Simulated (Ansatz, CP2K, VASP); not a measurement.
La: 3 runs at one level of theory

```
La
1.0
     3.75000    0.00000    0.00000
    -1.87500    3.24760    0.00000
     0.00000    0.00000    6.07000
La
2
Direct
  0.66667 0.33333 0.75000
  0.33333 0.66667 0.25000
```

This isn't the form of La at room conditions, which is double hcp.

Alike in all runs: task single point; functional LDA; k mesh 8 × 8 × 5; occupations gaussian, width 0.05 eV; no spin polarisation; no spin-orbit coupling. LDA stands for any of its common fits. Pressure is positive in compression and, in plane waves, holds the error of the finite cutoff.

| program and potentials | plane-wave cutoff (eV) | notes | pressure (GPa) |
| --- | --- | --- | --- |
| Ansatz, all-electron LAPW, scalar-relativistic | - | - | -2.77 |
| CP2K, GTH_POTENTIALS La GTH-PADE-q11; TZVP-MOLOPT-SR-GTH basis | - | atomic basis | -1.70 |
| VASP, LDA PAW files La, 520 eV | 520 | - | -2.87 |

The pressure spans -2.87 (VASP, LDA PAW files La, 520 eV) to -1.70 GPa (CP2K, GTH_POTENTIALS La GTH-PADE-q11; TZVP-MOLOPT-SR-GTH basis), with all-electron results at -2.77. Rows in atomic bases carry the error of their basis and grid, which can be large.

Differences between rows come from potentials, basis sets and numerical settings, since the functional is the same but for its coding. Runs on potential files found faulty are left out.
